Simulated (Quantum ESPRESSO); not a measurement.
# FeO under changes of volume

One of the cells (10.695 Å³/atom); the others are scaled copies at fixed shape and fractional positions:

```xyz
2
Lattice="-1.6021 1.6021 2.0834 1.6021 -1.6021 2.0834 1.6021 1.6021 -2.0834" Properties=species:S:1:pos:R:3 pbc="T T T"
Fe    0.0000    0.0000    0.0000
O     0.0000    0.0000    2.0834
```

The cell comes from a database or a generator and needn't be the stable form of this composition.

| Quantity | Value |
| --- | --- |
| Program | Quantum ESPRESSO 7.5 |
| Functional | LDA |
| Potentials or basis | PseudoDojo 0.4.1 SR LDA standard |
| Cutoff | 1225 eV |
| Density cutoff | 4898 eV |
| k mesh | 10 × 10 × 10 |
| Occupations | fermi-dirac, width 0.05 eV |
| Spin | collinear spin, ferromagnetic start |
| Starting moments | [3.0, 0.0] μB |

```tsv
volume (Å³/atom)	energy over the lowest point (meV/atom)	pressure (GPa)
10.053	0.00	-14.7
10.267	21.63	-17.8
10.481	47.20	-20.5
10.695	76.25	-23.0
10.909	108.39	-25.1
11.123	?	?
11.337	180.48	-28.7
```

Q: What does the run at 11.123 Å³/atom give?

A: Energy over the lowest point 143.25 meV/atom; pressure -27.0 GPa.

Worked out: A Birch-Murnaghan fit of order 3 (a polynomial in V^(-2/3)) to the other rows has no minimum within the range. It gives 143.24 meV/atom at 11.123 Å³/atom, against the run's 143.25, and -dE/dV = -27.0 GPa, against -27.0.

Energies are extrapolated to zero smearing.

Caveats: a cell with one magnetic atom can't hold antiferromagnetic order, which such compounds often take.
